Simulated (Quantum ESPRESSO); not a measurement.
The system is AlN.

```
Al N
1.0
     0.00000    2.18399    2.18399
     2.18399    0.00000    2.18399
     2.18399    2.18399    0.00000
Al N
1 1
Direct
  0.00000 0.00000 0.00000
  0.25000 0.25000 0.25000
```

Measurements of this composition are mostly on another form, of space group No. 186.

* Program: Quantum ESPRESSO 7.5
* Task: phonons
* Functional: revPBE
* Potentials or basis: PseudoDojo 0.4.1 SR PBE standard
* Cutoff: 1143 eV
* Density cutoff: 4572 eV
* k mesh: 8 × 8 × 8
* Occupations: fermi-dirac, width 0.05 eV
* Spin: collinear spin, ferromagnetic start
* Starting moments: [0.5, 0.0] μB
* Mixing beta: 0.3
* Most SCF iterations: 120
* SCF threshold: 4e-10 Ry
* Diagonalization: rmm-paro

The cell and the atoms were relaxed first, to 10.69 Å³/atom (a = 3.115 Å, b = 3.115 Å, c = 3.115 Å, α = 60.00°, β = 60.00°, γ = 60.00°), and the response was taken there.

The first run showed a gap, so the response started from a second, tighter run with fixed occupations.

Which optical modes does the crystal have at the zone centre, and which show in infrared and Raman spectra?

The optical modes are T2. Infrared active: T2. Raman active: T2.

Optical modes at Γ, degenerate ones joined, polar ones without the macroscopic field:
| cm⁻¹ | components | symmetry | active in | IR intensity, summed ((D/Å)²/amu) |
| --- | --- | --- | --- | --- |
| 639 | 3 | T2 | IR and Raman | 47.91 |

Zone-centre frequencies without and with the macroscopic field along z (cm⁻¹):
```
                optical modes in rising order
       without                    639 639 639
with the field                    639 639 869
```

Born effective charge tensors (e):
atom 1, Al
```
2.52 0.00 0.00
0.00 2.52 0.00
0.00 0.00 2.52
```
atom 2, N
```
-2.53  0.00  0.00
 0.00 -2.53  0.00
 0.00  0.00 -2.53
```

Electronic dielectric tensor:
```
4.59 0.00 0.00
0.00 4.59 0.00
0.00 0.00 4.59
```

Static dielectric tensor, electrons and zone-centre modes:
```
8.49 0.00 0.00
0.00 8.49 0.00
0.00 0.00 8.49
```

Caveat: the potentials were made for another functional, which shifts forces and pressure; on a mesh that holds Γ this program's dielectric tensor can be off by some percent beyond the error of the mesh.
